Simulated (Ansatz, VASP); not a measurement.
PbSe (Clausthalite) in VASP and in Ansatz

File INCAR:

```
ALGO = Normal
EDIFF = 1E-6
ENCUT = 520
ISIF = 2
ISMEAR = -1
LASPH = True
LCHARG = True
LELF = True
LREAL = False
LVHAR = True
LWAVE = False
NBANDS = 17
NELM = 80
PREC = Accurate
SIGMA = 0.05
```

Contents of KPOINTS:

```
k-points
0
Gamma
  8 8 8
```

The input POSCAR:

```
PbSe
1.0
    0.0000000000      2.9981702236      2.9981702236
    2.9981702236      0.0000000000      2.9981702236
    2.9981702236      2.9981702236      0.0000000000
Pb Se
1 1
Direct
    0.0000000000      0.0000000000      0.0000000000
    0.5000000000      0.5000000000      0.5000000000
```

Contents of input.yaml:

```yaml
crystal:
  lattice:
    - [0.0, 2.9981702236, 2.9981702236]
    - [2.9981702236, 0.0, 2.9981702236]
    - [2.9981702236, 2.9981702236, 0.0]
  atoms:
    - { symbol: Pb, position: [0.0, 0.0, 0.0] }
    - { symbol: Se, position: [0.5, 0.5, 0.5] }
kpoints:
  mp_grid: { grid: [8, 8, 8] }
scf:
  occupations: { method: fermi_dirac, width: 0.05 }
hamiltonian:
  xc: lda
  pseudopotentials: { kind: all_electron, lapw: { basis_error: 0.001 } }
output:
  forces: true
  stress: true
  eigenvalues: true
```

Change from the starting cell: volume scaled by 0.94.

Alike in both runs: task single point; functional LDA; k mesh 8 × 8 × 8; occupations fermi-dirac, width 0.05 eV; no spin polarisation.

|  | VASP | Ansatz |
| --- | --- | --- |
| version | VASP 6.6.1 | Ansatz 0.2.0 |
| potentials or method | VASP PAW LDA potentials, release 64 (Pb_d, Se) | all-electron LAPW, scalar-relativistic |
| plane-wave cutoff (eV) | 520 | see its input |

```csv
,VASP,Ansatz,Ansatz less VASP
gap on the k mesh at the Fermi level (eV),0.06,0.04,-0.020
least direct gap on the mesh (eV),0.06,0.04,-0.020
pressure (GPa),1.4,1.3,-0.11
```

Ansatz ran all-electron here, so the differences hold the error of VASP's frozen core and of both bases.

Caveats: spin-orbit coupling is left out, which as a rule narrows the gap of such compounds by several tenths of an eV.
